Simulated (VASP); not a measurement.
# TiAl3 (I4/mmm) in VASP: settings compared

One crystal, TiAl3, is run at these levels: PBEsol, PBE; tasks: relaxation of cell and atoms.

Everything below comes from runs of VASP 6.6.1. Logs are shortened: lines on timing, memory, paths and dates and some standing lists are left out, and cuts for length are marked.

### 1 The structure

It takes space group I4/mmm (No. 139, tetragonal). Conventional cell: a = 3.822 Å, b = 3.822 Å, c = 8.561 Å, α = 90.00°, β = 90.00°, γ = 90.00°. Ti (site symmetry 4/mmm) has 12 Al at 2.70 to 2.87 Å as nearest neighbours. Al (site symmetry 4/mmm) is surrounded by 4 Ti at 2.70 Å and 8 Al at 2.87 Å. Al (site symmetry -4m2) has 8 Al at 2.70 to 2.87 Å and 4 Ti at 2.87 Å as nearest neighbours.

The cell comes from a database or a generator and needn't be the stable form of this composition.

### 2 Relaxation of cell and atoms, PBEsol

Contents of INCAR:

```
PREC = Accurate ; ENCUT = 600
EDIFF = 1E-6 ; ISMEAR = 1
SIGMA = 0.1 ; LREAL = F
LASPH = T ; NELM = 80
ALGO = Normal ; ISIF = 3
LWAVE = F ; LCHARG = F
GGA = PS ; IBRION = 2
NSW = 90 ; EDIFFG = -0.01
```

Contents of KPOINTS:

```
Automatic mesh
0
Gamma
  14 14 14
```

Contents of POSCAR:

```
TiAl3
1.0
   -1.9111067713      1.9111067713      4.2806687947
    1.9111067713     -1.9111067713      4.2806687947
    1.9111067713      1.9111067713     -4.2806687947
Ti Al
1 3
Direct
    0.0000000000      0.0000000000      0.0000000000
    0.5000000000      0.5000000000      0.0000000000
    0.7500000000      0.2500000000      0.5000000000
    0.2500000000      0.7500000000      0.5000000000
```

Potentials or basis: VASP PAW PBE potentials, release 64 (Ti_sv, Al).

On the command line:

```console
> cat potpaw_PBE.64/Ti_sv/POTCAR potpaw_PBE.64/Al/POTCAR > POTCAR
> mpirun -np 1 vasp_std > vasp.out
```

OUTCAR:

```text
PREC = Accurate
   ENCUT = 600
   EDIFF = 1E-6
   ISMEAR = 1
   LREAL = F
   LASPH = T
   NELM = 80
   ISIF = 3
   GGA = PS
   IBRION = 2
   NSW = 90
   EDIFFG = -0.01

 ion  position               nearest neighbor table
   1  0.000  0.000  0.000-   2 2.70   2 2.70   2 2.70   2 2.70   4 2.87   3 2.87   4 2.87   4 2.87
                             3 2.87   3 2.87   4 2.87   3 2.87
   2  0.500  0.500  0.000-   1 2.70   1 2.70   1 2.70   1 2.70   4 2.87   3 2.87   4 2.87   3 2.87
                             4 2.87   4 2.87   3 2.87   3 2.87
   3  0.750  0.250  0.500-   4 2.70   4 2.70   4 2.70   4 2.70   2 2.87   1 2.87   2 2.87   1 2.87
                             2 2.87   2 2.87   1 2.87   1 2.87
   4  0.250  0.750  0.500-   3 2.70   3 2.70   3 2.70   3 2.70   2 2.87   1 2.87   2 2.87   2 2.87
                             1 2.87   1 2.87   2 2.87   1 2.87

  LATTYP: Found a body centered tetragonal cell.
 ALAT       =     3.8222135426
 C/A-ratio  =     2.2398899208

  Lattice vectors:

 A1 = (  -1.9111067713,   1.9111067713,   4.2806687947)
 A2 = (   1.9111067713,  -1.9111067713,   4.2806687947)
 A3 = (   1.9111067713,   1.9111067713,  -4.2806687947)

Analysis of symmetry for initial positions (statically):
=====================================================================
 Subroutine PRICEL returns:
 Original cell was already a primitive cell.

 Routine SETGRP: Setting up the symmetry group for a
 body centered tetragonal supercell.

 Subroutine GETGRP returns: Found 16 space group operations
 (whereof 16 operations were pure point group operations)
 out of a pool of 16 trial point group operations.

The static configuration has the point symmetry D_4h.

Analysis of symmetry for dynamics (positions and initial velocities):
=====================================================================
 Subroutine PRICEL returns:
 Original cell was already a primitive cell.

 Routine SETGRP: Setting up the symmetry group for a
 body centered tetragonal supercell.

 Subroutine GETGRP returns: Found 16 space group operations
 (whereof 16 operations were pure point group operations)
 out of a pool of 16 trial point group operations.

The dynamic configuration has the point symmetry D_4h.

 Subroutine INISYM returns: Found 16 space group operations
 (whereof 16 operations are pure point group operations),
 and found     1 'primitive' translations

----------------------------------------------------------------------------------------

                                     Primitive cell

  volume of cell :      62.5376

  direct lattice vectors                    reciprocal lattice vectors
    -1.911106771  1.911106771  4.280668795     0.000000000  0.261628501  0.116804178
     1.911106771 -1.911106771  4.280668795     0.261628501  0.000000000  0.116804178
     1.911106771  1.911106771 -4.280668795     0.261628501  0.261628501  0.000000000

  length of vectors
     5.062487878  5.062487878  5.062487878     0.286518217  0.286518217  0.369998575

  position of ions in fractional coordinates (direct lattice)
     0.000000000  0.000000000  0.000000000
     0.500000000  0.500000000  0.000000000
     0.750000000  0.250000000  0.500000000
     0.250000000  0.750000000  0.500000000

  ion indices of the primitive-cell ions
   primitive index   ion index
                 1           1
                 2           2
                 3           3
                 4           4

----------------------------------------------------------------------------------------

 KPOINTS: Automatic mesh

Automatic generation of k-mesh.
 Grid dimensions read from file:
 generate k-points for:   14   14   14

 Generating k-lattice:

  Cartesian coordinates                     Fractional coordinates (reciprocal lattice)
     0.000000000  0.018687750  0.008343156     0.071428571  0.000000000  0.000000000
     0.018687750  0.000000000  0.008343156     0.000000000  0.071428571  0.000000000
     0.018687750  0.018687750  0.000000000     0.000000000  0.000000000  0.071428571

  Length of vectors
     0.020465587  0.020465587  0.026428470

  Shift w.r.t. Gamma in fractional coordinates (k-lattice)
     0.000000000  0.000000000  0.000000000

 Subroutine IBZKPT returns following result:
 ===========================================

 Found    244 irreducible k-points:

 Following reciprocal coordinates:
            Coordinates               Weight
  0.000000  0.000000  0.000000      1.000000
  0.071429  0.000000  0.000000      8.000000
  0.142857  0.000000 -0.000000      8.000000
  0.214286  0.000000 -0.000000      8.000000
  0.285714  0.000000  0.000000      8.000000
  0.357143  0.000000  0.000000      8.000000
[... 16 lines left out ...]
  0.214286  0.142857 -0.000000     16.000000
  0.285714  0.142857  0.000000     16.000000
 [... further k-points ...]
   k-points           NKPTS =    244   k-points in BZ     NKDIM =    244   number of bands    NBANDS=     14
   number of dos      NEDOS =    301   number of ions     NIONS =      4
   total plane-waves  NPLWV =  64000
   dimension x,y,z NGX =    40 NGY =   40 NGZ =   40
   dimension x,y,z NGXF=    80 NGYF=   80 NGZF=   80
   ions per type =               1   3
   NGX,Y,Z   is equivalent  to a cutoff of  13.14, 13.14, 13.14 a.u.
   NGXF,Y,Z  is equivalent  to a cutoff of  26.27, 26.27, 26.27 a.u.
 SYSTEM =  unknown system
   PREC   = accura    normal or accurate (medium, high low for compatibility)
   ISTART =      0    job   : 0-new  1-cont  2-samecut
   ICHARG =      2    charge: 1-file 2-atom 10-const
   ISPIN  =      1    spin polarized calculation?
   LNONCOLLINEAR =      F non collinear calculations
   LSORBIT =      F    spin-orbit coupling
   LASPH  =      T    aspherical Exc in radial PAW
   ENCUT  =  600.0 eV  44.10 Ry    6.64 a.u.  10.11 10.11 10.11*2*pi/ulx,y,z
   NELM   =     80;   NELMIN=  2; NELMDL= -5     # of ELM steps
   EDIFF  = 0.1E-05   stopping-criterion for ELM
   LREAL  =      F    real-space projection
   EDIFFG = -.1E-01   stopping-criterion for IOM
   NSW    =     90    number of steps for IOM
   IBRION =      2    ionic relax: 0-MD 1-quasi-New 2-CG
   NFREE  =      1    steps in history (QN), initial steepest desc. (CG)
   ISIF   =      3    stress and relaxation
   ISYM   =      2    0-nonsym 1-usesym 2-fastsym
   POTIM  = 0.5000    time-step for ionic-motion
   TEBEG  =    0.0;   TEEND  =   0.0 temperature during run
   PSTRESS=    0.0 pullay stress
   NELECT =      21.0000    total number of electrons
   NUPDOWN=      -1.0000    fix difference up-down
   EMIN   =  10.00;   EMAX   =-10.00  energy-range for DOS
   EFERMI =   0.00;   METHOD = LEGACY
   ISMEAR =     1;   SIGMA  =   0.10  broadening in eV -4-tet -1-fermi 0-gaus
   EFERMI_NEDOS =   21; number of points for ismear=-14 and -15
   IALGO  =     38    algorithm
   IMIX   =      4    mixing-type and parameters
     AMIX     =   0.40;   BMIX     =  1.00
     AMIX_MAG =   1.60;   BMIX_MAG =  1.00
  volume/ion in A,a.u.               =      15.63       105.51
  Fermi-wavevector in a.u.,A,eV,Ry     =   1.137891  2.150303 17.616776  1.294796
  Thomas-Fermi vector in A             =   2.274596
   LORBIT       =      0    0 simple, 1 ext, 2 COOP (PROOUT), +10 PAW based schemes
   GGA     = PS    functional components
   LHFCALC =     F    Hartree Fock is set to
   AEXX    =    0.0000 exact exchange contribution
   IVDW    =     0    specifies the selected vdW correction
   LEPSILON=     F    determine dielectric tensor
   LRPA    =     F    only Hartree local field effects (RPA)
 conjugate gradient relaxation of ions
 non-spin polarized calculation
 Methfessel and Paxton  Order N= 1 SIGMA  =   0.10
  energy-cutoff  :      600.00
  volume of cell :       62.54
 maximum number of plane-waves:      2122
   NGX = 21   NGY = 21   NGZ = 21

--------------------------------------- Ionic step        1  -------------------------------------------

 number of electron      20.9999999 magnetization

 Free energy of the ion-electron system (eV)
  ---------------------------------------------------
  ext. energy  EPLUGINS =         0.00000000
  ---------------------------------------------------
  free energy    TOTEN  =       -22.22789792 eV

  energy without entropy =      -22.22772077  energy(sigma->0) =      -22.22783887

------------------------ aborting loop because EDIFF is reached ----------------------------------------

  FORCE on cell =-STRESS in cart. coord.  units (eV):
  Direction    XX          YY          ZZ          XY          YZ          ZX
  --------------------------------------------------------------------------------------
  -------------------------------------------------------------------------------------
  Total       -0.1827348     -0.1827348     -0.1126929      0.0000000      0.0000000      0.0000000
  in kB       -4.6815569     -4.6815569     -2.8871260      0.0000000      0.0000000      0.0000000
  external PRESSURE =      -4.0834133 kB  Pullay stress =       0.0000000 kB
[... 61 lines left out ...]
  energy  without entropy=      -22.2279229337  energy(sigma->0) =      -22.22803795

--------------------------------------- Ionic step        3  -------------------------------------------

 number of electron      20.9999999 magnetization

 Free energy of the ion-electron system (eV)
  ---------------------------------------------------
  ext. energy  EPLUGINS =         0.00000000
  ---------------------------------------------------
  free energy    TOTEN  =       -22.22819627 eV

  energy without entropy =      -22.22802207  energy(sigma->0) =      -22.22813821

 E-fermi :   8.3278     XC(G=0): -10.8924

 val. band max:        8.3247665051   @ k =  -0.2857   0.5000   0.2857
 cond. band min:       8.3293435912   @ k =  -0.1429   0.2857   0.1429
 fundamental gap:      0.0045770861
 Fermi energy:         8.3278499758

 k-point     1 :       0.0000    0.0000    0.0000
  band No.  band energies     occupation
      1     -47.8704      2.00000
      2     -24.2920      2.00000
      3     -24.2920      2.00000
      4     -24.2135      2.00000
      5      -1.8109      2.00000
      6       5.4530      2.00000
      7       5.6903      2.00000
      8       6.8901      2.00000
      9       7.0908      2.00000
     10       7.0908      2.00000
     11       9.1694     -0.00000
     12      10.0908     -0.00000
     13      10.0908     -0.00000
     14      10.5521      0.00000
[... 375 lines left out ...]
 k-point    24 :       0.2857    0.1429    0.0000
  band No.  band energies     occupation
      1     -47.8693      2.00000
      2     -24.3093      2.00000
      3     -24.2961      2.00000
      4     -24.2126      2.00000
      5      -0.4055      2.00000
      6       3.4181      2.00000
      7       4.4693      2.00000
      8       6.3361      2.00000
      9       6.5922      2.00000
     10       7.9015      2.00000
     11       7.9826      2.00001
     12       9.8807     -0.00000
     13      10.1761     -0.00000
     14      11.0909      0.00000

 [... further k-points ...]

------------------------ aborting loop because EDIFF is reached ----------------------------------------

  FORCE on cell =-STRESS in cart. coord.  units (eV):
  Direction    XX          YY          ZZ          XY          YZ          ZX
  --------------------------------------------------------------------------------------
  -------------------------------------------------------------------------------------
  Total       -0.0041009     -0.0041009      0.0216563      0.0000000      0.0000000      0.0000000
  in kB       -0.1054451     -0.1054451      0.5568363      0.0000000      0.0000000      0.0000000
  external PRESSURE =       0.1153154 kB  Pullay stress =       0.0000000 kB
[... 19 lines left out ...]
  FREE ENERGIE OF THE ION-ELECTRON SYSTEM (eV)
  ---------------------------------------------------
  free  energy   TOTEN  =       -22.2281962729 eV

  energy  without entropy=      -22.2280220721  energy(sigma->0) =      -22.22813821

 reached required accuracy - stopping structural energy minimisation
```

Wall time 14 min (1 thread of Intel Xeon Platinum 8259CL at 2.50GHz (Skylake/Cascade Lake), shared host); peak memory 0.46 GiB.

What came out:

- Free energy: -22.2282 eV
- Relaxed volume: 15.58 Å³/atom
- Relaxed cell: a = 5.057 Å, b = 5.057 Å, c = 5.057 Å, α = 135.66°, β = 135.66°, γ = 64.51°
- Space group after relaxing (to 0.05 Å): I4/mmm (No. 139)
- Energy gained by relaxing: 0.1 meV/atom
- Ionic steps: 3
- Pressure after relaxing: 0.0 GPa
- Band gap on the k mesh: none (metal or under the smearing width)

Step by step:
```
step  energy change (eV)  largest force (eV/Å)  pressure (GPa)  volume (Å³)
   1              0.0000                0.0000           -0.41        62.54
   2             -0.0002                0.0000            0.24        62.18
   3             -0.0003                0.0000            0.01        62.31
```

Final structure:
```
CELL_PARAMETERS angstrom
-1.90846 1.90846 4.27701
1.90846 -1.90846 4.27701
1.90846 1.90846 -4.27701
ATOMIC_POSITIONS crystal
Ti 0.00000 0.00000 0.00000
Al 0.50000 0.50000 0.00000
Al 0.75000 0.25000 0.50000
Al 0.25000 0.75000 0.50000
```

Caveat: the PAW data sets were made with another functional, which shifts forces and pressure a little.

### 3 Relaxation of cell and atoms, PBEsol

This run uses another cell than the first one, of 15.58 Å³/atom, 0.996 times its volume.

Contents of INCAR:

```
PREC = Accurate ; ENCUT = 600
EDIFF = 1E-7 ; ISMEAR = 1
SIGMA = 0.1 ; LREAL = F
LASPH = T ; NELM = 80
ALGO = Normal ; ISIF = 3
LWAVE = F ; LCHARG = F
GGA = PS ; IBRION = 2
NSW = 90 ; EDIFFG = -0.005
```

KPOINTS is that of step 2.

Contents of POSCAR:

```
TiAl3                                   
1.0
   -1.9084608383      1.9084608383      4.2770138489
    1.9084608383     -1.9084608383      4.2770138489
    1.9084608383      1.9084608383     -4.2770138489
  Ti              Al            
     1     3
Direct
     0.0000000000000000    0.0000000000000000    0.0000000000000000
     0.5000000000000000    0.5000000000000000    0.0000000000000000
     0.7500000000000000    0.2500000000000000    0.5000000000000000
     0.2500000000000000    0.7500000000000000    0.5000000000000000
```

Potentials or basis: VASP PAW PBE potentials, release 64 (Ti_sv, Al).

On the command line:

```console
> cat potpaw_PBE.64/Ti_sv/POTCAR potpaw_PBE.64/Al/POTCAR > POTCAR
> mpirun -np 1 vasp_std > vasp.out
```

Wall time 7.1 min (1 thread of Intel Xeon Platinum 8259CL at 2.50GHz (Skylake/Cascade Lake), shared host); peak memory 0.44 GiB.

Results (log left out):

* Free energy: -22.2282 eV
* Pressure after relaxing: 0.0 GPa
* Band gap on the k mesh: none (metal or under the smearing width)

Final structure:
```yaml
crystal:
  lattice:
    - [-1.90846, 1.90846, 4.27701]
    - [1.90846, -1.90846, 4.27701]
    - [1.90846, 1.90846, -4.27701]
  atoms:
    - { symbol: Ti, position: [0.00000, 0.00000, 0.00000] }
    - { symbol: Al, position: [0.50000, 0.50000, 0.00000] }
    - { symbol: Al, position: [0.75000, 0.25000, 0.50000] }
    - { symbol: Al, position: [0.25000, 0.75000, 0.50000] }
```

Levels at points of the mesh, in eV from the Fermi level:
| k point | band 7 | band 8 | band 9 | band 10 | band 11 | band 12 | band 13 | band 14 |
| --- | --- | --- | --- | --- | --- | --- | --- | --- |
| (0.00, 0.00, 0.00) | -2.64 | -1.44 | -1.24 | -1.24 | 0.84 | 1.76 | 1.76 | 2.22 |
| (0.50, 0.00, 0.00) | -3.64 | -2.95 | -1.06 | -0.28 | 0.50 | 1.81 | 2.10 | 2.74 |
| (0.50, 0.50, 0.00) | -4.39 | -3.78 | -2.71 | -2.22 | -1.00 | 1.78 | 1.95 | 2.70 |
| (0.50, 0.50, 0.50) | -2.02 | -0.91 | -0.91 | -0.25 | 0.70 | 0.70 | 0.96 | 3.07 |

Caveat: the relaxation stopped at its first step, so nothing moved; the PAW data sets were made with another functional, which shifts forces and pressure a little.

(Part 1 of 2 ends here.)
